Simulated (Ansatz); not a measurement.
Runs of Ansatz 0.2.0 on Fe. Symmetry: Fmmm, No. 69, orthorhombic system. The conventional cell has a = 2.997 Å, b = 3.883 Å, c = 3.930 Å, α = 90.00°, β = 90.00°, γ = 90.00°. Around Fe (site symmetry mmm) lie 12 Fe at 2.45 to 2.76 Å. 

| task | level | cell | k mesh | cutoff (eV) | points for each segment of the path | mesh quality | gap on the mesh (eV) | pressure (GPa) | moment (μB) |
| --- | --- | --- | --- | --- | --- | --- | --- | --- | --- |
| band structure | LDA | as given | 13 × 13 × 13 | 420 | 14 | not flagged | none | -18.7 | (a) |
| band structure | r2SCAN | as given | 13 × 13 × 13 | 500 | 14 | not flagged | none | 6.5 | 2.64 |
| relaxation of cell and atoms | LDA | relaxed | 13 × 13 × 13 | 420 | - | not flagged | none | 0.0 | (b) |
| single point | PBEsol0 | as given | 7 × 7 × 7 | 420 | - | coarse | none | - | 2.87 |

Alike in all rows: potentials or basis Ansatz PAW; spin collinear, ferromagnetic start; smearing fermi-dirac 0.05 eV.

Problem. Fill in the values left out.

Solution. (a) 2.14; (b) 2.00.

Caveats: some runs use coarse meshes; the PAW data sets come from PBE, with cores solved anew for the run's functional, which leaves a small shift of forces and pressure; the magnetic or orbital state may not be the lowest (some runs); so large a pressure means that the cell lies far from this level's equilibrium, or that cutoff or potentials fall short (some runs); the plane-wave basis is chosen anew once the cell has moved, so the energies of steps on either side of that aren't comparable (some runs).

A k mesh can miss the band edges.

A gap of «none» marks a metal or a gap under the smearing width.

Not every run made on this cell is shown here.
